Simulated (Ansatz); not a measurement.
# CdSe: the cell at several levels of theory

Aim: relax CdSe (zincblende) with PBE and r2SCAN and see how far the functionals disagree on the cell.

Program: Ansatz 0.2.0. PAW datasets, plane waves, zero pressure. Calculated at 0 K for a non-magnetic cell.

### 1 Starting point

This is the cell as the run starts from it, not yet at rest; its lengths are not the crystal's.

It is cubic, F-43m (No. 216); a = 5.918 Å in the conventional setting, 25.91 Å³ an atom. Cd has 4 Se at 2.56 Å; Se has 4 Cd at 2.56 Å.

Structure file:

```xyz
2
Lattice="0.0000 2.9590 2.9590 2.9590 0.0000 2.9590 2.9590 2.9590 0.0000" Properties=species:S:1:pos:R:3 pbc="T T T"
Cd    0.0000    0.0000    0.0000
Se    1.4795    1.4795    1.4795
```

### 2 PBE: cell and atoms

File input.yaml:

```yaml
crystal:
  lattice:
    - [0.0, 2.9590355997, 2.9590355997]
    - [2.9590355997, 0.0, 2.9590355997]
    - [2.9590355997, 2.9590355997, 0.0]
  atoms:
    - { symbol: Cd, position: [0.0, 0.0, 0.0] }
    - { symbol: Se, position: [0.25, 0.25, 0.25] }
kpoints:
  mp_grid: { grid: [6, 6, 6] }
hamiltonian:
  xc: pbe
scf:
  occupations: { method: fermi_dirac, width: 0.02 }
relax:
  f_tol: 0.005
  cell: {}
output:
  write_density: true
  write_potential: true
  elf: true
  volumetric_format: npy
```

Started as:

```
ansatz run input.yaml --threads 2 --pin off --max-ram 2211MiB --backend cpu --events-out ev --progress --plain --runs-dir out
```

What it wrote, shortened:

```text
Warning: RAYON_NUM_THREADS=2 ignored (pool sized by the plan → 2); use --threads N
[...]
Pseudopotentials: kind: paw
Pseudopotential: Cd, paw, valence charge 20, recommended cutoff 420 eV (normal), Cd.paw.azcp
Pseudopotential: Se, paw, valence charge 16, recommended cutoff 420 eV (normal), Se.paw.azcp
Functional definition: PBE
[...]
Crystal: 2 atoms, lattice volume = 51.818 Å³
Basis set: ecut = 420 eV, 965 PW (Γ), exchange–correlation on 60×60×60 points (8 copies of the dense FFT grid, shifted against one another)
Bands: 22, of which v1, the nominal top of the filled ones, is band 18 counted from 1 (17 counted from 0)
Symmetry: 24 space group operations
Space group: F-43m (ITA 216), of the structure as read, at distance tolerance 3.7e-5 Å
k-points: 16 of 216 (time reversal used)
[...]
SCF iter   1: F=—  HF=-13724.612837 eV  |F-HF|=—  |Δ(HF+E_count)|=         —  Δρ=7.23e-4  dr2=4.50e-4  ethr=1.77e-3  ⟨swp⟩=6.0  Hψ=1536  notcnv=0
[...]
relax step   1: F+E_penalty+E_count = -13724.61355396 eV  Δ(F+E_penalty+E_count) = +0.000e0 eV  max|allowed force component| = 9.483e-17 eV/Å  Δτ_max = 0.0000 Å  P = +8.520 GPa  Ω = 51.818 Å³  (6 SCF iters, dr2 threshold 1.00e-7 eV, accepted)
[...]
relax step   5: F+E_penalty+E_count = -13724.79240716 eV  Δ(F+E_penalty+E_count) = -3.191e-5 eV  max|allowed force component| = 2.024e-17 eV/Å  Δτ_max = 0.0000 Å  P = -0.002 GPa  Ω = 59.480 Å³  energy of the carried Pulay correction = +1.630e-5 eV  (4 SCF iters, dr2 threshold 9.37e-9 eV, accepted)
[...]
relax step   6: F+E_penalty+E_count = -13724.79238119 eV  Δ(F+E_penalty+E_count) = +2.597e-5 eV  max|allowed force component| = 2.313e-17 eV/Å  Δτ_max = 0.0000 Å  P = -0.002 GPa  Ω = 59.480 Å³  stress off target by 1.97e-3 GPa  SCF on the basis re-selected at this cell (its energy is not [...]
SCF converged after 4 iterations
Free energy (F): -13724.792381 eV
[...]
E sigma→0 (E₀):  -13724.792381 eV
Entropy (-TS):   -0.000000 eV (-0.000 meV/atom)
Fermi energy:    6.957785 eV
[...]
--- Forces (eV/Å), atoms counted from 1 ---
  atom   1  Cd     0.00000000    -0.00000000    -0.00000000
  atom   2  Se    -0.00000000     0.00000000     0.00000000
[...]
--- Stress (GPa, compression-positive) ---
       -0.001970      -0.000000      -0.000000
       -0.000000      -0.001970       0.000000
       -0.000000       0.000000      -0.001970
  P = ⅓ Tr σ = -0.0020 GPa (-0.020 kbar)
--- Band table (eV; the first three rows and the last of 16) ---
[... band rows left out ...]
[...]
--- Relaxed structure (4 steps of the walk, 4 accepted, 2 SCFs on fresh bases) ---
  F+E_penalty+E_count = -13724.79238119 eV   max|allowed force component| = 2.313e-17 eV/Å   (the final SCF, on the basis selected at the relaxed cell)
  cell:  # Å, volume = 59.4798 Å³
    - [-5.092638638715096e-34, 3.0982260088832634, 3.0982260088832634]
    - [3.0982260088832634, 2.7707450201164936e-33, 3.0982260088832634]
    - [3.0982260088832634, 3.0982260088832634, 4.057326467676273e-33]
  atoms:
    - { symbol: Cd, position: [-6.888311374207441e-34, 6.29168597959105e-34, 8.027323491202373e-34] }
    - { symbol: Se, position: [0.25, 0.25, 0.25] }
```

Run time: 5.6 s. Hardware: 2 threads of Arm Neoverse V1, shared host; peak memory 0.34 GiB.

Step by step:

```tsv
step	energy change (meV/atom)	largest force (eV/Å)	pressure (GPa)	volume (Å³/atom)
1	0.0	0.0000	8.52	25.909
2	-88.7	0.0000	-0.20	29.886
3	-88.8	0.0000	-0.05	29.779
4	-89.4	0.0000	-0.06	29.779
5	-89.4	0.0000	0.00	29.740
6	-89.4	0.0000	0.00	29.740
```

Step 4 solves the same cell on a plane-wave basis chosen anew, so the energy can jump there without a move.

The table lists every geometry solved, with passes on a fresh basis, whose energies don't compare exactly with the rows above.

```
                       before   after    change
                a (Å)   5.918   6.196   +4.70 %
     volume (Å³/atom)  25.909  29.740  +14.79 %
shortest distance (Å)   2.563   2.683   +4.70 %
          space group   F-43m   F-43m      same
```

Axes a, b and c in the maps are those of this run's conventional cell (a, b, c = 6.196, 6.196, 6.196 Å).

Density in a lattice plane of the grid's cell (edges 6.20 and 6.20 Å, at 0.000 of the third edge), which holds Cd.

Values in e/Å³, 12 rows by 12 columns:
```
 9.00  3.07  0.30  0.08  0.04  0.02  0.01  0.02  0.04  0.08  0.30  3.08
 0.53  0.30  0.14  0.10  0.06  0.04  0.03  0.04  0.06  0.10  0.14  0.30
 0.08  0.08  0.10  0.11  0.10  0.08  0.08  0.08  0.10  0.11  0.10  0.08
 0.03  0.04  0.06  0.10  0.14  0.30  0.53  0.30  0.14  0.10  0.06  0.04
 0.01  0.02  0.04  0.08  0.30  3.07  9.00  3.08  0.30  0.08  0.04  0.02
 0.01  0.01  0.03  0.08  0.53  9.00 26.58  9.00  0.53  0.08  0.03  0.01
 0.01  0.02  0.04  0.08  0.30  3.08  9.00  3.07  0.30  0.08  0.04  0.02
 0.03  0.04  0.06  0.10  0.14  0.30  0.53  0.30  0.14  0.10  0.06  0.04
 0.08  0.08  0.10  0.11  0.10  0.08  0.08  0.08  0.10  0.11  0.10  0.08
 0.53  0.30  0.14  0.10  0.06  0.04  0.03  0.04  0.06  0.10  0.14  0.30
 9.00  3.08  0.30  0.08  0.04  0.02  0.01  0.02  0.04  0.08  0.30  3.07
26.58  9.00  0.53  0.08  0.03  0.01  0.01  0.01  0.03  0.08  0.53  9.00
```
Columns run along the first of these edges and rows up along the second, over one cell in 12 and 12 even steps from the bottom left corner. Atoms in the plane (fractional): Cd at (0.00, 0.00), Cd at (0.50, 0.50).

ELF in the same plane.

Ten even steps from '0' (0.01) to '9' (0.92):
```
875321100000000000112357
543211111000000011111234
322112332100000123321122
111123443210001234432111
111234543211111234543211
001234432111111123443210
000123321122322112332100
000011111234543211111000
000000112357875321100000
000000112468986421100000
000000112357875321100000
000011111234543211111000
000123321122322112332100
001234432111111123443210
111234543211111234543211
111123443210001234432111
322112332100000123321122
543211111000000011111234
875321100000000000112357
986421100000000000112468
```
Columns run along the first of these edges and rows up along the second, over one cell in 24 and 20 even steps from the bottom left corner. Atoms in the plane (fractional): Cd at (0.00, 0.00), Cd at (0.50, 0.50).

Both are smooth fields of the valence electrons: close to the nuclei they are not physical.

The highest ELF values outside the cores: 0.82 in the shell around Se, 0.9 Å from Se.

### 3 Relaxation with r2SCAN

The cell of step 2 is the starting point.

File input.yaml:

```yaml
crystal:
  lattice:
    - [0.0, 3.0982260089, 3.0982260089]
    - [3.0982260089, 0.0, 3.0982260089]
    - [3.0982260089, 3.0982260089, 0.0]
  atoms:
    - { symbol: Cd, position: [0.0, 0.0, 0.0] }
    - { symbol: Se, position: [0.25, 0.25, 0.25] }
kpoints:
  mp_grid: { grid: [6, 6, 6] }
hamiltonian:
  xc: r2scan
scf:
  occupations: { method: fermi_dirac, width: 0.02 }
relax:
  f_tol: 0.005
  cell: {}
```

Started as:

```
ansatz run input.yaml --threads 2 --pin off --max-ram 2211MiB --backend cpu --events-out ev --progress --plain --runs-dir out
```

What it wrote:

```text
Warning: RAYON_NUM_THREADS=2 ignored (pool sized by the plan → 2); use --threads N
Engine: ansatz 0.2.0, aarch64-unknown-linux-gnu
[... 1 set-up line as earlier in the session ...]
Pseudopotential: Cd, paw, valence charge 20, recommended cutoff 500 eV (meta_gga), Cd.paw.azcp
Pseudopotential: Se, paw, valence charge 16, recommended cutoff 500 eV (meta_gga), Se.paw.azcp
Functional definition: r2SCAN
  parameter k0 = 0.174
  parameter k1 = 0.065
  parameter a1 = 4.9479
  exchange = r2scan_x(k0 = k0, k1 = k1, a1 = a1)
  correlation = r2scan_c
Crystal: 2 atoms, lattice volume = 59.480 Å³
Basis set: ecut = 500 eV, 1459 PW (Γ), exchange–correlation on 128×128×128 points (64 copies of the dense FFT grid, shifted against one another)
Bands: 22, of which v1, the nominal top of the filled ones, is band 18 counted from 1 (17 counted from 0)
[... 1 set-up line as earlier in the session ...]
Space group: F-43m (ITA 216), of the structure as read, at distance tolerance 3.9e-5 Å
k-points: 16 of 216 (time reversal used)
Non-local potential: Cd, projectors of the file, l = 0: 3, l = 1: 2, l = 2: 2, l = 3: 1
Non-local potential: Se, projectors of the file, l = 0: 2, l = 1: 2, l = 2: 3, l = 3: 1
PAW form: soft (Blöchl's): semilocal exchange-correlation on the pseudo side does not see the compensation charge
PAW frozen core: Cd, regenerated for the run's functional (the file was generated under x = pbe(κ = 0.804, μ = 0.2195149727645171), c = pbe(β = 0.06672455060314922))
PAW frozen core: Se, regenerated for the run's functional (the file was generated under x = pbe(κ = 0.804, μ = 0.2195149727645171), c = pbe(β = 0.06672455060314922))
PAW one-centre angular grid: Cd, 590 points (default); XC on 160 Gauss nodes
PAW one-centre angular grid: Se, 590 points (default); XC on 160 Gauss nodes
Initial density: superposition of atomic densities (neutral atoms: chi_scale 0, normalization atom), corrected by the library's trained network
Initial wavefunctions: pseudopotential atomic-orbital guess
Functional: x = r2scan, c = r2scan; τ floored in thin density (d = 2e-4 eV/Å³)
SCF iter   1: F=—  HF=-13747.817151 eV  |F-HF|=—  |Δ(HF+E_count)|=         —  Δρ=5.12e-3  dr2=9.82e-3  dr2_τ=1.47e-2  ethr=1.77e-3  ⟨swp⟩=6.1  Hψ=1543  notcnv=0
preconditioner: auto → none  [insulator: Δε(μ)=0.979 eV  Ē_g=12.605 eV  σ=0.020 eV  W_gap=1.00  n_scr=14 (ndim 8)  ℏωp=20.4 eV  f_vac=0.224  D(μ)=0.00/eV (n_scr^D=0)  ε∞_Penn≈3.6]
SCF iter   2: F=—  HF=-13747.823947 eV  |F-HF|=—  |Δ(HF+E_count)|=   6.80e-3  Δρ=2.43e-3  dr2=1.37e-3  dr2_τ=4.34e-4  ethr=2.73e-5  ⟨swp⟩=2.7  Hψ=785  notcnv=0
SCF iter   3: F=—  HF=-13747.824771 eV  |F-HF|=—  |Δ(HF+E_count)|=   8.24e-4  Δρ=8.80e-4  dr2=2.54e-4  dr2_τ=3.12e-5  ethr=3.80e-6  ⟨swp⟩=2.2  Hψ=510  notcnv=0
SCF iter   4: F=—  HF=-13747.824865 eV  |F-HF|=—  |Δ(HF+E_count)|=   9.38e-5  Δρ=1.55e-4  dr2=1.30e-5  dr2_τ=7.22e-7  ethr=7.07e-7  ⟨swp⟩=2.0  Hψ=507  notcnv=0
SCF iter   5: F=—  HF=-13747.824864 eV  |F-HF|=—  |Δ(HF+E_count)|=   5.47e-7  Δρ=3.78e-5  dr2=3.05e-7  dr2_τ=2.20e-8  ethr=3.62e-8  ⟨swp⟩=2.9  Hψ=636  notcnv=0
SCF iter   6: F=-13747.824865 eV  HF=-13747.824865 eV  |F-HF|=5.33e-9  |Δ(HF+E_count)|=   3.52e-7  Δρ=8.03e-6  dr2=2.19e-8  dr2_τ=3.37e-9  ethr=2.78e-10  ⟨swp⟩=4.0  Hψ=1262  notcnv=0
SCF 1 converged in 6 iterations: F = -13747.824865 eV  dr2 = 2.19e-8
relax step   1: F+E_penalty+E_count = -13747.82486457 eV  Δ(F+E_penalty+E_count) = +0.000e0 eV  max|allowed force component| = 1.156e-16 eV/Å  Δτ_max = 0.0000 Å  P = -1.464 GPa  Ω = 59.480 Å³  (6 SCF iters, dr2 threshold 1.00e-7 eV, accepted)
Crystal: 2 atoms, lattice volume = 56.977 Å³
Initial density: handed on by an earlier stage of this run
Initial wavefunctions: those handed on with the density
iter 1 solved again at ethr=1.09e-5 eV; its pass at ethr=3.10e-3 eV (dr2=3.94e-3 eV) is discarded
SCF iter   1: F=—  HF=-13747.770946 eV  |F-HF|=—  |Δ(HF+E_count)|=         —  Δρ=2.08e-3  dr2=3.89e-3  dr2_τ=4.71e-2  ethr=1.09e-5  ⟨swp⟩=1.4  Hψ=1805  notcnv=0
automatic band count: iteration 1 solves 21 bands in place of 22: the levels show a gap, and the empty bands left out lie too high to hold charge; the band table lists the bands solved (type scf.n_extra_bands for more)
preconditioner: auto → none  [insulator: Δε(μ)=0.964 eV  Ē_g=12.149 eV  σ=0.020 eV  W_gap=1.00  n_scr=14 (ndim 8)  ℏωp=20.9 eV  f_vac=0.202  D(μ)=0.00/eV (n_scr^D=0)  ε∞_Penn≈4.0]
SCF iter   2: F=—  HF=-13747.832580 eV  |F-HF|=—  |Δ(HF+E_count)|=   6.16e-2  Δρ=1.25e-3  dr2=1.37e-3  dr2_τ=1.11e-4  ethr=1.08e-5  ⟨swp⟩=3.0  Hψ=733  notcnv=0
SCF iter   3: F=—  HF=-13747.832279 eV  |F-HF|=—  |Δ(HF+E_count)|=   3.01e-4  Δρ=6.16e-4  dr2=2.29e-4  dr2_τ=7.09e-6  ethr=3.80e-6  ⟨swp⟩=2.0  Hψ=473  notcnv=0
SCF iter   4: F=—  HF=-13747.832293 eV  |F-HF|=—  |Δ(HF+E_count)|=   1.39e-5  Δρ=2.50e-4  dr2=1.89e-5  dr2_τ=1.05e-6  ethr=6.36e-7  ⟨swp⟩=2.0  Hψ=480  notcnv=0
SCF iter   5: F=—  HF=-13747.832285 eV  |F-HF|=—  |Δ(HF+E_count)|=   7.96e-6  Δρ=6.36e-5  dr2=3.54e-6  dr2_τ=1.48e-7  ethr=5.25e-8  ⟨swp⟩=2.0  Hψ=608  notcnv=0
SCF iter   6: F=—  HF=-13747.832284 eV  |F-HF|=—  |Δ(HF+E_count)|=   7.00e-7  Δρ=3.47e-5  dr2=6.76e-7  dr2_τ=1.12e-8  ethr=9.82e-9  ⟨swp⟩=2.0  Hψ=462  notcnv=0
SCF iter   7: F=-13747.832284 eV  HF=-13747.832284 eV  |F-HF|=2.72e-8  |Δ(HF+E_count)|=   1.72e-7  Δρ=1.09e-5  dr2=6.59e-8  dr2_τ=1.35e-9  ethr=5.56e-10  ⟨swp⟩=4.1  Hψ=1256  notcnv=0
SCF 2 converged in 7 iterations: F = -13747.832284 eV  dr2 = 6.59e-8
relax step   2: F+E_penalty+E_count = -13747.83228393 eV  Δ(F+E_penalty+E_count) = -7.419e-3 eV  max|allowed force component| = 3.990e-17 eV/Å  Δτ_max = 0.0000 Å  P = +0.675 GPa  Ω = 56.977 Å³  energy of the carried Pulay correction = +5.871e-4 eV  (7 SCF iters, dr2 threshold 2.00e-7 eV, accepted)
Crystal: 2 atoms, lattice volume = 57.743 Å³
iter 1 solved again at ethr=1.08e-6 eV; its pass at ethr=3.10e-3 eV (dr2=3.88e-4 eV) is discarded
SCF iter   1: F=—  HF=-13747.828161 eV  |F-HF|=—  |Δ(HF+E_count)|=         —  Δρ=6.79e-4  dr2=3.88e-4  dr2_τ=4.69e-3  ethr=1.08e-6  ⟨swp⟩=2.0  Hψ=1783  notcnv=0
automatic band count: iteration 1 solves 21 bands in place of 22: the levels show a gap, and the empty bands left out lie too high to hold charge; the band table lists the bands solved (type scf.n_extra_bands for more)
preconditioner: auto → none  [insulator: Δε(μ)=1.063 eV  Ē_g=12.043 eV  σ=0.020 eV  W_gap=1.00  n_scr=14 (ndim 8)  ℏωp=20.7 eV  f_vac=0.214  D(μ)=0.00/eV (n_scr^D=0)  ε∞_Penn≈4.0]
SCF iter   2: F=—  HF=-13747.833662 eV  |F-HF|=—  |Δ(HF+E_count)|=   5.50e-3  Δρ=4.08e-4  dr2=1.45e-4  dr2_τ=1.05e-5  ethr=1.08e-6  ⟨swp⟩=2.4  Hψ=680  notcnv=0
SCF iter   3: F=—  HF=-13747.833613 eV  |F-HF|=—  |Δ(HF+E_count)|=   4.90e-5  Δρ=1.98e-4  dr2=2.49e-5  dr2_τ=5.85e-7  ethr=4.03e-7  ⟨swp⟩=2.0  Hψ=426  notcnv=0
SCF iter   4: F=—  HF=-13747.833613 eV  |F-HF|=—  |Δ(HF+E_count)|=   2.74e-7  Δρ=7.79e-5  dr2=1.86e-6  dr2_τ=9.72e-8  ethr=6.90e-8  ⟨swp⟩=2.0  Hψ=480  notcnv=0
SCF iter   5: F=—  HF=-13747.833612 eV  |F-HF|=—  |Δ(HF+E_count)|=   7.11e-7  Δρ=2.22e-5  dr2=4.40e-7  dr2_τ=1.74e-8  ethr=5.16e-9  ⟨swp⟩=2.0  Hψ=608  notcnv=0
SCF iter   6: F=-13747.833612 eV  HF=-13747.833612 eV  |F-HF|=5.08e-8  |Δ(HF+E_count)|=   9.20e-8  Δρ=1.26e-5  dr2=8.46e-8  dr2_τ=1.42e-9  ethr=5.56e-10  ⟨swp⟩=4.0  Hψ=1151  notcnv=0
SCF 3 converged in 6 iterations: F = -13747.833612 eV  dr2 = 8.46e-8
relax step   3: F+E_penalty+E_count = -13747.83361205 eV  Δ(F+E_penalty+E_count) = -1.328e-3 eV  max|allowed force component| = 2.313e-17 eV/Å  Δτ_max = 0.0000 Å  P = -0.035 GPa  Ω = 57.743 Å³  energy of the carried Pulay correction = +4.046e-4 eV  (6 SCF iters, dr2 threshold 2.00e-7 eV, accepted)
Initial wavefunctions: pseudopotential atomic-orbital guess (no wavefunctions were taken with the density)
iter 1 solved again at ethr=6.81e-8 eV; its pass at ethr=3.10e-3 eV (dr2=2.45e-5 eV) is discarded
SCF iter   1: F=—  HF=-13747.833272 eV  |F-HF|=—  |Δ(HF+E_count)|=         —  Δρ=4.18e-5  dr2=2.04e-7  dr2_τ=1.50e-6  ethr=6.81e-8  ⟨swp⟩=3.0  Hψ=2445  notcnv=0
preconditioner: auto → none  [insulator: Δε(μ)=1.036 eV  Ē_g=12.695 eV  σ=0.020 eV  W_gap=1.00  n_scr=14 (ndim 8)  ℏωp=20.7 eV  f_vac=0.212  D(μ)=0.00/eV (n_scr^D=0)  ε∞_Penn≈3.7]
SCF iter   2: F=—  HF=-13747.833280 eV  |F-HF|=—  |Δ(HF+E_count)|=   8.11e-6  Δρ=1.87e-5  dr2=2.57e-8  dr2_τ=2.72e-8  ethr=5.66e-10  ⟨swp⟩=2.0  Hψ=640  notcnv=0
SCF iter   3: F=—  HF=-13747.833280 eV  |F-HF|=—  |Δ(HF+E_count)|=   6.23e-8  Δρ=5.32e-6  dr2=3.27e-9  dr2_τ=2.94e-9  ethr=7.14e-11  ⟨swp⟩=3.0  Hψ=632  notcnv=0
SCF iter   4: F=—  HF=-13747.833280 eV  |F-HF|=—  |Δ(HF+E_count)|=   5.40e-9  Δρ=6.35e-7  dr2=4.76e-11  dr2_τ=5.02e-11  ethr=9.07e-12  ⟨swp⟩=2.0  Hψ=624  notcnv=0
SCF iter   5: F=-13747.833280 eV  HF=-13747.833280 eV  |F-HF|=7.28e-12  |Δ(HF+E_count)|=  1.69e-10  Δρ=9.36e-8  dr2=3.10e-12  dr2_τ=1.21e-12  ethr=1.00e-12  ⟨swp⟩=5.1  Hψ=1537  notcnv=0
SCF 4 converged in 5 iterations: F = -13747.833280 eV  dr2 = 3.10e-12
relax step   4: F+E_penalty+E_count = -13747.83327997 eV  Δ(F+E_penalty+E_count) = +3.321e-4 eV  max|allowed force component| = 1.214e-17 eV/Å  Δτ_max = 0.0000 Å  P = -0.041 GPa  Ω = 57.743 Å³  stress off target by 4.14e-2 GPa  SCF on the basis re-selected at this cell (its energy is not comparable with the rows above)  (5 SCF iters)
basis re-selected at this cell: Δ(F+E_penalty+E_count) = +3.321e-4 eV, ΔP = -0.006 GPa vs the last step (what re-selecting the basis moved, of the pressure what is left beyond the Pulay correction that the steps carried, after the strain that the cell walked since its last selection, with what the two solves' SCF thresholds leave and, on support functions, any second-order correction that the steps lacked; it is no measure of the basis error at this ecutwfc). This SCF's stress stands 4.14e-2 GPa from its target on what of the cell is left free (relax.cell.stress_tol is 5.00e-2 GPa) and its largest allowed force component is 1.21e-17 eV/Å (relax.f_tol is 5.00e-3 eV/Å): within both
SCF converged after 5 iterations
Free energy (F): -13747.833280 eV
Harris-Foulkes:  -13747.833280 eV  (|F-HF|=7.28e-12)
Internal energy: -13747.833280 eV  (E = F + TS)
E sigma→0 (E₀):  -13747.833280 eV
Fermi energy:    7.337647 eV
--- Per-component energies (eV) ---
  E_band       = -939.033570
  E_kinetic    = 624.112580
  E_local      = -6439.970490  (includes V_loc(G=0)·N_el)
  E_nonlocal   = -560.662936
  E_hartree    = 3060.611186
  E_xc         = -266.534559
  E_vxc        = -351.516715  (∫ρ·V_xc dr)
  E_paw        = -6031.421885  (= ΣΔE_a)
  E_vpaw       = -354.740583  (= ΣTr[D̂ρ^β])
  E_aug_tail   = -0.000202  (compensation charges beyond the density's cutoff)
  E_vtau       = 22.522489  (kinetic-family band-sum trace: ∫τ·v_τ [+ j·A + Jᵃ·Aᵃ] dr)
  E_ewald      = -4131.637433
  E_core_change = -2.329541  (= ΣΔE_core)
  E_smearing   = -0.000000  (= −TS)
  E_closure    = 0.000000  (closes the sum)
  Σ components = -13747.833280   (vs F -13747.833280, Δ=0.00e0)
--- Forces (eV/Å), atoms counted from 1 ---
  atom   1  Cd    -0.00000000    -0.00000000    -0.00000000
  atom   2  Se     0.00000000     0.00000000     0.00000000
  max |Σ_I F_I| component: 2.31e-17 eV/Å
--- Stress (GPa, compression-positive) ---
       -0.041416      -0.000000      -0.000000
       -0.000000      -0.041416       0.000000
       -0.000000      -0.000000      -0.041416
  P = ⅓ Tr σ = -0.0414 GPa (-0.414 kbar)
--- Relaxed structure (3 steps of the walk, 3 accepted, 1 SCFs on fresh bases) ---
  F+E_penalty+E_count = -13747.83327997 eV   max|allowed force component| = 1.214e-17 eV/Å   (the final SCF, on the basis selected at the relaxed cell)
  cell:  # Å, volume = 57.7435 Å³
    - [-2.1382117680737565e-50, 3.0677809692451388, 3.0677809692451388]
    - [3.0677809692451388, 7.286382007040693e-33, 3.0677809692451388]
    - [3.0677809692451388, 3.0677809692451388, 6.980659685066958e-33]
  atoms:
    - { symbol: Cd, position: [-1.3882923744455775e-33, 1.2639676841967197e-33, 1.3882923744455775e-33] }
    - { symbol: Se, position: [0.25, 0.25, 0.25] }
```

It took 9.6 s on 2 threads of Arm Neoverse V1, shared host; peak memory 0.47 GiB.

Ionic steps:

```tsv
step	energy change (meV/atom)	largest force (eV/Å)	pressure (GPa)	volume (Å³/atom)
1	0.0	0.0000	-1.46	29.740
2	-3.7	0.0000	0.68	28.488
3	-4.4	0.0000	-0.04	28.872
4	-4.2	0.0000	-0.04	28.872
```

Step 4 solves the same cell on a plane-wave basis chosen anew, so the energy can jump there without a move.

The table lists every geometry solved, with passes on a fresh basis, whose energies don't compare exactly with the rows above.

|  | before | after | change |
| --- | --- | --- | --- |
| a (Å) | 6.196 | 6.136 | -0.98 % |
| volume (Å³/atom) | 29.740 | 28.872 | -2.92 % |
| shortest distance (Å) | 2.683 | 2.657 | -0.98 % |
| space group | F-43m | F-43m | same |

### 4 Results

| level | a (Å) | volume (Å³/atom) | space group | SCF geometries |
| --- | --- | --- | --- | --- |
| PBE | 6.196 | 29.740 | F-43m | 6 |
| r2SCAN | 6.136 | 28.872 | F-43m | 4 |

The first relaxation changed the volume by +14.8 % from the start. r2SCAN gives the smallest cell and PBE the largest; they differ by 3.0 % in volume, a mean of 1.0 % in length.
